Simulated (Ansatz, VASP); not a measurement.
# Two plane-wave programs on Ag

```
CELL_PARAMETERS angstrom
-1.65565 1.65565 1.65565
1.65565 -1.65565 1.65565
1.65565 1.65565 -1.65565
ATOMIC_POSITIONS crystal
Ag 0.00000 0.00000 0.00000
```

This isn't the form of Ag at room conditions, which is fcc.

Alike in both runs: task single point; functional PBEsol; k mesh 11 × 11 × 11; occupations fermi-dirac, width 0.05 eV; no spin polarisation.

|  | VASP | Ansatz |
| --- | --- | --- |
| version | VASP 6.6.1 | Ansatz 0.2.0 |
| potentials or method | VASP PAW PBE potentials, release 64 (Ag) | Ansatz PAW |
| plane-wave cutoff (eV) | 520 | 420 |
| valence electrons in the cell | 11 | 19 |

Ansatz gave:

- gap on the k mesh at the Fermi level (eV): none
- pressure (GPa): -7.3

Q: Estimate VASP's values.

A: gap on the k mesh at the Fermi level (eV): none; pressure (GPa): -7.4.

A gap of «none» marks a metal or a gap that the smearing closes. With one functional, cell and mesh, what is left measures potentials, basis and numerics. The two sets of potentials don't hold the same shells in valence.

Caveats: the PAW data sets were made with another functional, which shifts forces and pressure a little (VASP); the PAW data sets come from PBE, with cores solved anew for the run's functional, which leaves a small shift of forces and pressure (Ansatz).
